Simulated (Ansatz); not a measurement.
# Cr in Ansatz: the effect of functional

Cr:

```xyz
2
Lattice="2.6958 0.0000 0.0000 -1.3479 2.3346 0.0000 0.0000 0.0000 4.3804" Properties=species:S:1:pos:R:3 pbc="T T T"
Cr    1.3479    0.7782    3.2853
Cr    0.0000    1.5564    1.0951
```

This isn't the form of Cr at room conditions, which is bcc.

The cell isn't the ideal one: volume scaled by 0.98.

Alike in all runs:

- Program: Ansatz 0.2.0
- Task: single point
- Potentials or basis: Ansatz PAW
- k mesh: 11 × 11 × 6
- Occupations: fermi-dirac, width 0.05 eV
- Spin: collinear spin, ferromagnetic start
- Starting moments: [3.0, 3.0] μB

```csv
functional,cutoff,pressure (GPa),moment (μB)
LDA,420 eV (not typed: the program's choice for these potentials),-37.0,0.62
PBE,420 eV (not typed: the program's choice for these potentials),-23.5,1.56
PBEsol,420 eV (not typed: the program's choice for these potentials),-30.4,1.48
r2SCAN,500 eV (not typed: the program's choice for these potentials),?,?
```

Task: What does the run with functional r2SCAN give?

Result: Pressure 3.9 GPa; moment 0.00 μB.

Caveats: the PAW data sets come from PBE, with cores solved anew for the run's functional, which leaves a small shift of forces and pressure (some runs); the magnetic or orbital state may not be the lowest (some runs); the starting moments weren't kept (some runs).
